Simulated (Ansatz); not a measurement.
Set up this calculation in Ansatz 0.2.0, as the native input.

```
Task                                : band structure
Functional                          : RPBE
Potentials or basis                 : Ansatz PAW
Cutoff                              : 420 eV (not typed: the program's choice for these potentials)
k mesh                              : 8 × 8 × 8
Occupations                         : fermi-dirac, width 0.05 eV
Spin                                : no spin polarisation
Path                                : [["G", "X", "W", "K", "G", "L", "U", "W", "L", "K"], ["U", "X"]]
Points for each segment of the path : 14
```

The system is CdSe.

```xyz
2
Lattice="0.0000 3.0703 3.0703 3.0703 0.0000 3.0703 3.0703 3.0703 0.0000" Properties=species:S:1:pos:R:3 pbc="T T T"
Cd    0.0000    0.0000    0.0000
Se    1.5351    1.5351    1.5351
```

Measurements of this composition are mostly on another form, of space group No. 186.

One way to write it, as run:

input.yaml

```yaml
crystal:
  lattice:
    - [0.0, 3.0702711986, 3.0702711986]
    - [3.0702711986, 0.0, 3.0702711986]
    - [3.0702711986, 3.0702711986, 0.0]
  atoms:
    - { symbol: Cd, position: [0.0, 0.0, 0.0] }
    - { symbol: Se, position: [0.25, 0.25, 0.25] }
hamiltonian:
  xc: rpbe
  pseudopotentials: { kind: paw }
kpoints:
  mp_grid: { grid: [8, 8, 8] }
  band_path:
    path:
      - [[0.0, 0.0, 0.0], [0.5, 0.0, 0.5], [0.5, 0.25, 0.75], [0.375, 0.375, 0.75], [0.0, 0.0, 0.0], [0.5, 0.5, 0.5], [0.625, 0.25, 0.625], [0.5, 0.25, 0.75], [0.5, 0.5, 0.5], [0.375, 0.375, 0.75]]
      - [[0.625, 0.25, 0.625], [0.5, 0.0, 0.5]]
    npoints: 14
scf:
  occupations: { method: fermi_dirac, width: 0.05 }
  n_extra_bands: 6
output:
  forces: true
  stress: true
  eigenvalues: true
  fatbands: false
```

Potentials or basis: Ansatz PAW.

Launch:

```console
$ ansatz run input.yaml --threads 2 --pin off --max-ram 5632MiB --backend cpu --events-out ev --progress --plain --runs-dir out
```

It gave:

The pressure is 3.2 GPa, the band gap on the k mesh is 0.73 eV, direct and the band gap along the path is 0.73 eV, direct.

Caveat: the PAW data sets come from PBE, with cores solved anew for the run's functional, which leaves a small shift of forces and pressure.

Run time: 11 s on 2 threads of Intel(R) Xeon(R) Processor @ 2.50GHz (Skylake/Cascade Lake), with other jobs on the host, peak memory 0.4 GiB.
